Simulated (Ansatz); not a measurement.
The elements of this relaxed trial crystal are hidden behind letters.

```
lattice vectors (Å)
   0.0000    2.5836    2.5836
   2.5836    0.0000    2.5836
   2.5836    2.5836    0.0000
fractional positions
X 0.5000 0.5000 0.5000
Z 0.0000 0.0000 0.0000
```

Level of theory: Ansatz, DFT PBE, scalar-relativistic, plane waves, PAW. Cutoff 420 eV, Γ-centred 18×18×18 mesh (2-atom cell), Gaussian smearing of 0.10 eV, collinear spin.

```
Space group                                 : Fm-3m (No. 225)
Conventional cell                           : a = 5.167 Å
Volume per atom                             : 17.25 Å³
Density                                     : 6.25 g/cm³
Energy over the elements                    : −0.06 eV/atom
Gap on the 18×18×18 mesh of the 2-atom cell : 0 eV (a metal)
Net moment per atom                         : 1.85 μB
```

Energies are uncorrected and count from the elements' standard states at the same level.

**Question.** X is a d-block element of period 4 and Z is a p-block element of period 4. Which elements are they?

**Answer.** X = Mn, Z = As, so the formula is MnAs, here in the rock salt type. Density times volume gives a mean mass of 6.25 × 17.25/1.6605 = 64.9 u per atom, and this set has 64.9 u. Mn has 6 As at 2.58 Å; As has 6 Mn at 2.58 Å. Other sets within the hints have nearly the same mass, so mass alone doesn't settle it; this one was computed.

The magnetic state reached may not be the lowest. Symmetry constrained the relaxation, so the result can be a saddle point.
